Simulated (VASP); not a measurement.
All values below come from r2SCAN meta-GGA, VASP's PBE PAW potentials (set 64) (plane waves; VASP).

Input for VASP

File KPOINTS:
```
Automatic mesh
0
Gamma
6 6 6
0 0 0
```

### POSCAR
```
BaF2
1
   -0.0000000000     3.0884462059     3.0884462059
    3.0884462059    -0.0000000000     3.0884462059
    3.0884462059     3.0884462059     0.0000000000
Ba F
1 2
Direct
  0.0000000000   1.0000000000   1.0000000000
  0.2500000000   0.2500000000   0.2500000000
  0.7500000000   0.7500000000   0.7500000000
```

**INCAR**
```
ALGO = Normal
EDIFF = 1E-6
EDIFFG = -0.02
ENCUT = 530
IBRION = 2
ISIF = 3
ISMEAR = 0
LASPH = .True.
LCHARG = .False.
LMAXMIX = 4
LMIXTAU = .True.
LREAL = .False.
LWAVE = .False.
METAGGA = R2SCAN
NELM = 100
NSW = 60
PREC = Accurate
SIGMA = 0.05
SYSTEM = BaF2
```

POTCAR, in this order: Ba_sv F (PBE.64 set). Program: vasp_std.

Output of the run:

File OSZICAR:
```
       N       E                     dE             d eps       ncg     rms          rms(c)
DAV:   1     0.124831380662E+03    0.12483E+03   -0.13632E+04   512   0.146E+03
DAV:   2    -0.480681301031E+02   -0.17290E+03   -0.16998E+03   640   0.304E+02
DAV:   3    -0.541215912763E+02   -0.60535E+01   -0.60460E+01   680   0.649E+01
DAV:   4    -0.541950176339E+02   -0.73426E-01   -0.73410E-01   680   0.646E+00
DAV:   5    -0.541982688752E+02   -0.32512E-02   -0.32512E-02   720   0.804E-01    0.803E+00
DAV:   6    -0.459503605015E+02    0.82479E+01   -0.41560E+00   680   0.179E+01    0.364E+00
DAV:   7    -0.446087431040E+02    0.13416E+01   -0.17046E+00   528   0.142E+01    0.218E+00
DAV:   8    -0.483321628124E+02   -0.37234E+01   -0.11779E+00   528   0.129E+01    0.880E-01
DAV:   9    -0.446602055175E+02    0.36720E+01   -0.54120E-01   512   0.675E+00    0.928E-01
DAV:  10    -0.450240638376E+02   -0.36386E+00   -0.34615E-01   512   0.554E+00    0.304E-01
DAV:  11    -0.449097773855E+02    0.11429E+00   -0.57751E-02   512   0.236E+00    0.291E-01
DAV:  12    -0.450520525087E+02   -0.14228E+00   -0.77149E-02   512   0.289E+00    0.112E-01
DAV:  13    -0.450539407323E+02   -0.18882E-02   -0.13799E-03   624   0.448E-01    0.668E-02
DAV:  14    -0.450548670841E+02   -0.92635E-03   -0.96262E-04   592   0.280E-01    0.244E-02
DAV:  15    -0.450548501539E+02    0.16930E-04   -0.11025E-04   552   0.135E-01    0.126E-02
DAV:  16    -0.450547856013E+02    0.64553E-04   -0.28862E-05   552   0.795E-02    0.683E-03
DAV:  17    -0.450550626517E+02   -0.27705E-03   -0.80979E-05   512   0.111E-01    0.970E-03
DAV:  18    -0.450550627011E+02   -0.49356E-07   -0.15907E-06   536   0.148E-02
   1 F= -.45055063E+02 E0= -.45055063E+02  d E =-.450551E+02
       N       E                     dE             d eps       ncg     rms          rms(c)
DAV:   1    -0.452333573743E+02   -0.17829E+00   -0.41376E+00   520   0.189E+01    0.333E+00
DAV:   2    -0.450692662198E+02    0.16409E+00   -0.82019E-01   512   0.715E+00    0.572E-01
DAV:   3    -0.450582324983E+02    0.11034E-01   -0.19555E-02   520   0.148E+00    0.298E-01
DAV:   4    -0.450432385617E+02    0.14994E-01   -0.22051E-02   664   0.181E+00    0.935E-02
DAV:   5    -0.450597202187E+02   -0.16482E-01   -0.10048E-02   512   0.135E+00    0.472E-02
DAV:   6    -0.450575441427E+02    0.21761E-02   -0.31593E-03   512   0.743E-01    0.314E-02
DAV:   7    -0.450615904949E+02   -0.40464E-02   -0.13431E-03   512   0.499E-01    0.221E-02
DAV:   8    -0.450620064520E+02   -0.41596E-03   -0.16046E-04   552   0.146E-01    0.794E-03
DAV:   9    -0.450620076070E+02   -0.11550E-05   -0.40761E-06   656   0.200E-02    0.541E-03
DAV:  10    -0.450620119612E+02   -0.43542E-05   -0.54914E-06   528   0.285E-02    0.941E-04
DAV:  11    -0.450620166076E+02   -0.46464E-05   -0.10106E-06   400   0.137E-02    0.821E-04
DAV:  12    -0.450620182685E+02   -0.16609E-05   -0.55603E-07   384   0.937E-03    0.241E-04
DAV:  13    -0.450620183271E+02   -0.58592E-07   -0.49582E-08   256   0.289E-03
   2 F= -.45062018E+02 E0= -.45062018E+02  d E =-.695563E-02
       N       E                     dE             d eps       ncg     rms          rms(c)
DAV:   1    -0.450673818373E+02   -0.53636E-02   -0.12093E-01   520   0.325E+00    0.574E-01
DAV:   2    -0.450625216041E+02    0.48602E-02   -0.24620E-02   512   0.123E+00    0.989E-02
DAV:   3    -0.450622133154E+02    0.30829E-03   -0.58312E-04   512   0.254E-01    0.517E-02
DAV:   4    -0.450615963891E+02    0.61693E-03   -0.63414E-04   680   0.297E-01    0.150E-02
DAV:   5    -0.450622305137E+02   -0.63412E-03   -0.26965E-04   512   0.215E-01    0.960E-03
DAV:   6    -0.450620464187E+02    0.18410E-03   -0.12077E-04   512   0.136E-01    0.603E-03
DAV:   7    -0.450622800776E+02   -0.23366E-03   -0.47679E-05   512   0.936E-02    0.433E-03
DAV:   8    -0.450622889342E+02   -0.88567E-05   -0.53552E-06   560   0.254E-02    0.124E-03
DAV:   9    -0.450622886846E+02    0.24966E-06   -0.14940E-07   408   0.445E-03
   3 F= -.45062289E+02 E0= -.45062289E+02  d E =-.722598E-02
```

**OUTCAR**
```
------------------------ aborting loop because EDIFF is reached ----------------------------------------
  FORCE on cell =-STRESS in cart. coord.  units (eV):
  Direction    XX          YY          ZZ          XY          YZ          ZX
  --------------------------------------------------------------------------------------
  Total        0.0085677      0.0085677      0.0085677      0.0000000     -0.0000000      0.0000000
  in kB        0.2273693      0.2273693      0.2273693      0.0000000     -0.0000000      0.0000000
  external PRESSURE =       0.2273693 kB  Pullay stress =       0.0000000 kB
  volume of cell :       60.37
      direct lattice vectors                 reciprocal lattice vectors
    -0.000000000  3.113656382  3.113656382    -0.160582909  0.160582909  0.160582909
     3.113656382 -0.000000000  3.113656382     0.160582909 -0.160582909  0.160582909
     3.113656382  3.113656382  0.000000000     0.160582909  0.160582909 -0.160582909
 POSITION                                       TOTAL-FORCE (eV/Angst)
 -----------------------------------------------------------------------------------
      0.00000      0.00000      0.00000        -0.000000     -0.000000     -0.000000
      1.55683      1.55683      1.55683         0.000000     -0.000000      0.000000
      4.67048      4.67048      4.67048         0.000000      0.000000     -0.000000
 -----------------------------------------------------------------------------------
    total drift:                                0.000000      0.000000      0.000000
  FREE ENERGIE OF THE ION-ELECTRON SYSTEM (eV)
  ---------------------------------------------------
  free  energy   TOTEN  =       -45.0622886846 eV

  energy  without entropy=      -45.0622886846  energy(sigma->0) =      -45.06228868

 reached required accuracy - stopping structural energy minimisation
```
(Selected blocks of OUTCAR.)

**CONTCAR**
```
BaF2
   1.00000000000000
    -0.0000000000000000    3.1136563824883368    3.1136563824883368
     3.1136563824883368   -0.0000000000000000    3.1136563824883368
     3.1136563824883368    3.1136563824883368    0.0000000000000000
  Ba              F
     1     2
Direct
     0.0000000000000000    0.0000000000000000    0.0000000000000000
     0.2500000000000000    0.2500000000000000    0.2500000000000000
     0.7500000000000000    0.7500000000000000    0.7500000000000000
```

Energy and stress use the plane-wave basis of the starting cell.

The compound is BaF2 in the fluorite structure. This run relaxes it. Symmetry was kept, so distortions that lower it aren't found. The start is the result of an earlier pass.
